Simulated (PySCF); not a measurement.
# Removing an electron from `Cl/C=C/Cl`

C2H2Cl2.
Z-matrix (Å and degrees, PBE0-D3(BJ)/def2-TZVP geometry), rows numbered from 1:
```
Cl
C   1  1.7138
C   2  1.3222  1  121.71
Cl  3  1.7139  2  121.71  1   180.00
H   2  1.0816  1  114.95  3  -179.98
H   3  1.0816  2  123.36  1     0.00
```

Level: wB97X-D/aug-cc-pVTZ (PySCF). Frontier orbitals with their largest atomic shares (Löwdin; up to four atoms above 4 %):

| orbital | ε (eV) | main atoms |
| --- | --- | --- |
| HOMO−3 | -12.06 | Cl4 38 %, Cl1 38 %, C3 11 %, C2 11 % |
| HOMO−2 | -11.30 | Cl1 39 %, Cl4 39 %, C2 10 %, C3 10 % |
| HOMO−1 | -11.16 | Cl4 36 %, Cl1 36 %, C3 12 %, C2 12 % |
| HOMO | -9.20 | ? |
| LUMO | 0.98 | H6 46 %, H5 46 % |
| LUMO+1 | 1.04 | C3 32 %, C2 32 %, Cl1 10 %, Cl4 10 % |
| LUMO+2 | 1.11 | H5 36 %, H6 36 %, C2 9 %, C3 9 % |

Task: What vertical ionisation energy does ΔSCF give, and how far is −ε(HOMO) from it?

Result: ΔSCF: 9.61 eV (927 kJ/mol; threshold wavelength 129 nm); ⟨S²⟩ of the doublet left behind is 0.756, against 0.75 for a pure doublet. −ε(HOMO) is 9.20 eV, 0.41 eV below it. In exact Kohn–Sham theory the two would be equal; wB97X-D (range-separated hybrid) falls short of its own ΔSCF value by 4 %. Holes in the HOMO−1 and HOMO−2 were tried too where these lie within 1.2 eV of the HOMO; the lowest converged state counts.

Task: On which atoms does the HOMO lie?

Result: Cl4 (vinyl chlorine) 24 %, Cl1 (vinyl chlorine) 24 %, C3 (vinylic C–Cl carbon) 23 %, C2 (vinylic C–Cl carbon) 23 %, so no atom holds as much as 40 %. The HOMO−1 lies 1.96 eV lower.

Task: How many of the 10 lowest singlet excitations (vertical TDDFT, same level) lie below the ionisation energy?

Result: All 10; they run from 6.17 to 8.01 eV.

Task: What total energies stand behind the ΔSCF value?

Result: E(N) = -997.82153 Eh and E(N − 1) = -997.46854 Eh at the same geometry, 0.35299 Eh apart.

Task: With α = 55.5 au, estimate the like-pair dispersion coefficient by London's formula C6 = (3/4)α²I.

Result: I = 0.3530 Eh, so C6 ≈ 816 au, a rough estimate.

Isolated species at its PBE0-D3(BJ)/def2-TZVP geometry, gas phase.

wB97X-D is run here without its empirical dispersion term; that term would change no orbital, density or response property at a fixed geometry.
